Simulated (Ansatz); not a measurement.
# BN: the cost of one run

Method: DFT PBE+D3(BJ), scalar-relativistic, plane waves, PAW, in Ansatz 0.2.0.

## Step 1: The system as given

Symmetry: Fmm2, No. 42, orthorhombic system. Conventional cell: a = 2.503 Å, b = 6.991 Å, c = 4.332 Å, α = 90.00°, β = 90.00°, γ = 90.00°. Around B (site symmetry mm2) lie 3 N at 1.44 Å. N (site symmetry mm2) is surrounded by 3 B at 1.44 Å.

Structure file:

```cif
data_structure
_symmetry_space_group_name_H-M 'Fmm2'
_symmetry_Int_Tables_number 42
_cell_length_a 2.5033
_cell_length_b 6.9906
_cell_length_c 4.3322
_cell_angle_alpha 90.000
_cell_angle_beta 90.000
_cell_angle_gamma 90.000
_cell_volume 75.81
loop_
_atom_site_label
_atom_site_type_symbol
_atom_site_symmetry_multiplicity
_atom_site_Wyckoff_symbol
_atom_site_fract_x
_atom_site_fract_y
_atom_site_fract_z
_atom_site_occupancy
B1 B 4 a 0.50000 0.00000 0.50005 1
N1 N 4 a 0.50000 0.00000 0.16665 1
```

It goes back to an entry of the Materials Project, which need not be the stable form.

The cell is taken as given, not relaxed at this level.

## Step 2: The reference cell

Reference values: F = -542.6796 eV; pressure 0.81 GPa; largest force 0.009 eV/Å; gap on the mesh 3.85 eV. It was computed beforehand with the settings of the runs below.

## Step 3: Setting up one atom moved over a plane

Atom 2 (N) is moved by p along (0.000, 1.000, 0.000) and q along (0.000, 0.000, 1.000) (Å), all else fixed; its images in the other cells move with it. Points alike by symmetry are run once.

## Step 4: Point p = -0.450, q = -0.450

Contents of input.yaml:

```yaml
crystal:
  lattice:
    - [0.0, 3.49531583, 2.16609124]
    - [1.2516321, 0.0, 2.16609124]
    - [1.2516321, 3.49531583, 0.0]
  atoms:
    - { symbol: B, position: [4.865e-05, 4.865e-05, 0.99995135] }
    - { symbol: "N", position: [0.4984057338, 0.6271494646, 0.3728505354] }
basis:
  ecutwfc: 420
kpoints:
  mp_grid: { grid: [12, 12, 12] }
hamiltonian:
  xc: pbe
  dispersion: d3bj
scf:
  occupations: { method: gaussian, width: 0.05 }
output:
  forces: true
  stress: true
  eigenvalues: true
```

Run with:

```console
ansatz run input.yaml --threads 1 --pin off --max-ram 1228MiB --backend cpu --events-out ev --progress --plain --runs-dir out
```

**Question.** How long does this run take on 1 thread of an Arm CPU, shared host, and how much memory does it need?

About 9.1 s, with a peak of 0.38 GiB.
